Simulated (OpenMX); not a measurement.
SnTe:

```
Te Sn
1.0
     0.00000    3.15085    3.15085
     3.15085    0.00000    3.15085
     3.15085    3.15085    0.00000
Te Sn
1 1
Direct
  0.50000 0.50000 0.50000
  0.00000 0.00000 0.00000
```

Base run:

```yaml
Program: OpenMX 3.8.5
Functional: PBE
Potentials_or_basis: OpenMX 2013 PBE set, Te7.0-s3p2d2, Sn7.0-s3p2d1, grid cutoff 500 Ry
k_mesh: 7 × 7 × 7
Occupations: fermi-dirac, width 0.05 eV
Spin: no spin polarisation
```

Its results: pressure 3.8 GPa.

Q: The run is repeated on the same cell with these changes: functional from PBE to LDA; potentials or basis from OpenMX 2013 PBE set, Te7.0-s3p2d2, Sn7.0-s3p2d1, grid cutoff 500 Ry to OpenMX 2013 LDA set, Te7.0-s3p2d2f1, Sn7.0-s3p2d2, grid cutoff 500 Ry. What comes out?

A: Pressure 0.0 GPa.

Caveats: the basis of atomic orbitals isn't converged, which shifts pressures, moduli and gaps.

Not every run made on this cell is shown here.
